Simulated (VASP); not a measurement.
## La under changes of volume

One of the cells (39.086 Å³/atom); the others are scaled copies at fixed shape and fractional positions:

```xyz
1
Lattice="-2.1379 2.1379 2.1379 2.1379 -2.1379 2.1379 2.1379 2.1379 -2.1379" Properties=species:S:1:pos:R:3 pbc="T T T"
La    0.0000    0.0000    0.0000
```

This isn't the form of La at room conditions, which is double hcp.

* Program: VASP 6.6.1
* Functional: PBE
* Potentials or basis: VASP PAW PBE potentials, release 64 (La)
* Cutoff: 520 eV
* k mesh: 9 × 9 × 9
* Occupations: fermi-dirac, width 0.05 eV
* Spin: no spin polarisation

```tsv
volume (Å³/atom)	energy over the lowest point (meV/atom)	pressure (GPa)
36.020	4.85	1.2
36.787	1.05	0.5
37.553	0.00	0.0
39.086	5.20	-1.0
39.852	11.08	-1.4
40.619	?	?
```

**Question.** What does the run at 40.619 Å³/atom give?

**Answer.** Energy over the lowest point 18.91 meV/atom; pressure -1.8 GPa.

Worked out: A Birch-Murnaghan fit of order 3 (a polynomial in V^(-2/3)) to the other rows has its minimum at 37.48 Å³/atom with B0 = V·E''(V) = 26 GPa and B' = 3.1. It gives 18.92 meV/atom at 40.619 Å³/atom, against the run's 18.91, and -dE/dV = -1.8 GPa, against -1.8.

Energies are extrapolated to zero smearing.
